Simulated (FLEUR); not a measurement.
The system is HfO2.

```xyz
6
Lattice="3.5580 0.0000 0.0000 0.0000 3.5580 0.0000 0.0000 0.0000 5.1719" Properties=species:S:1:pos:R:3 pbc="T T T"
Hf    0.0000    0.0000    0.0000
Hf    1.7790    1.7790    2.5859
O     0.0000    1.7790    1.0199
O     1.7790    0.0000    1.5660
O     1.7790    0.0000    4.1519
O     0.0000    1.7790    3.6059
```

Measurements of this composition are mostly on another form, of space group No. 14.

Program: FLEUR MaX-R8.1 (later development tree). Alike in all runs: potentials or basis all-electron, FLAPW; no spin polarisation; cell as given; k mesh 8 × 8 × 5; smearing fermi-dirac 0.05 eV.

Problem. Order these runs on this cell by their band gap on the k mesh, lowest first.
A. level LDA; gmax 16.3 1/bohr; muffin-tin radii Hf 2.22, O 1.37 bohr; max iterations 60; mixer history 15; density convergence 1e-05 me/bohr^3; kmax 5.26 1/bohr
B. level r2SCAN; gmax 16.3 1/bohr; muffin-tin radii Hf 2.22, O 1.37 bohr; max iterations 80; mixer history 30; density convergence 0.0001 me/bohr^3; kmax 5.26 1/bohr
C. level PBE; gmax 16.7 1/bohr; muffin-tin radii Hf 2.17, O 1.34 bohr; max iterations 60; mixer history 15; density convergence 1e-05 me/bohr^3; kmax 5.37 1/bohr

Solution. A (4.55 eV), C (4.77 eV), B (5.31 eV).

Caveats: spin-orbit coupling is left out, which moves the levels of the heavy elements; the meta-GGA is that of a development version, with a GGA for the radial functions and cores and without core tails (some runs); an odd mesh through Γ misses points on the zone boundary, where band edges often lie (some runs).

Not every run made on this cell is shown here.
